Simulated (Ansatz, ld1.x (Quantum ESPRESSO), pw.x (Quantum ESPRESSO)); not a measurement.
# scandium: does the TM potential hold in the solid?

```
Element                 : scandium
Generator               : ld1.x (Quantum ESPRESSO) 7.5
Type                    : norm-conserving Troullier–Martins (Kleinman–Bylander form)
Functional              : PBE
Relativity              : scalar-relativistic
Frozen core             : [Ar]
Valence charge          : 3
Reference configuration : 3d1 4s1 4p0 (charge +1)
Partial waves           : 4s (bound): rc 2.25 bohr; 3d (bound): rc 2.70 bohr; 4p (bound, empty): rc 3.45 bohr
Local potential         : the p channel
Core correction         : none
```

Crystal test: diamond Sc in pw.x 7.5, no spin, 8³ k-points, Fermi–Dirac smearing 0.01 Ry, cutoffs 45/180 Ry. The reference is all-electron LAPW (Ansatz 0.2.0) with the same functional, mesh and smearing; V0 and B0 come from Birch–Murnaghan fits to the pressures at five volumes. Errors are pseudo minus all-electron; Δ is the rms difference of the E(V) curves that follow from these fits, minima aligned, over ±6 % about the mean V0. Mesh and smearing are coarse, so the numbers serve the comparison and aren't converged zero-temperature values; the lattice is a test structure that the element need not adopt.

```
V (Å³/atom)  P all-electron (GPa)  P pseudo (GPa)
     35.067                  0.42            3.42
     35.990                  0.20            2.76
     36.913                 -0.00            2.18
     37.836                 -0.19            1.68
     38.759                 -0.37            1.24
```

All-electron: a0 = 6.658 Å (V0 = 36.90 Å³/atom), B0 = 7.9 GPa.

Pseudopotential: mean pressure error (GPa): +2.25. The pressure does not cross zero within the volumes sampled, so no fit is given. The largest radius (3.45 bohr) exceeds half the bond length (2.72 bohr), so the spheres overlap, which is one possible source of error among others. This is a poor potential for the solid. The logarithmic derivative shows an extra or strongly shifted pseudo pole above the reference energy (s near 1.13 Ry).

At the middle volume, how do free energy and pressure move when the wave cutoff is lowered (ecutrho kept at four times it)?

```tsv
cutoff (Ry)	shift of F (meV/atom)	shift of P (GPa)
27	+155.3	-4.01
36	+6.5	-0.11
```

The run at the middle volume (29 k-points, 19 iterations) took about 18 s on one core of a shared host (Intel(R) Xeon(R) Platinum 8488C, 96 threads, 744 GiB, load 20).
